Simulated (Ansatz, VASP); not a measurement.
# Two plane-wave programs on Ba

```
CELL_PARAMETERS angstrom
3.56509 0.00000 0.00000
-1.78255 3.08746 0.00000
0.00000 0.00000 5.21954
ATOMIC_POSITIONS crystal
Ba 0.33333 0.66667 0.25000
Ba 0.66667 0.33333 0.75000
```

Alike in both runs: functional PBE; k mesh 10 × 10 × 6; occupations fermi-dirac, width 0.1 eV; no spin polarisation.

Ansatz relaxed the structure, and its values are those at the end. VASP's run is a single point on that final structure, the one shown.

|  | VASP | Ansatz |
| --- | --- | --- |
| version | VASP 6.6.1 | Ansatz 0.2.0 |
| potentials or method | VASP PAW PBE potentials, release 64 (Ba_sv) | PAW with Ansatz's default frozen-core files, scalar-relativistic |
| plane-wave cutoff (eV) | 520 | 420 |
| valence electrons in the cell | 20 | 20 |

|  | VASP | Ansatz | Ansatz less VASP |
| --- | --- | --- | --- |
| pressure (GPa) | 20.4 | 16.9 | -3.58 |

Caveats: so large a pressure means that the cell lies far from this level's equilibrium, or that cutoff or potentials fall short (VASP). Spin-orbit coupling is left out, which matters for the levels of Ba.
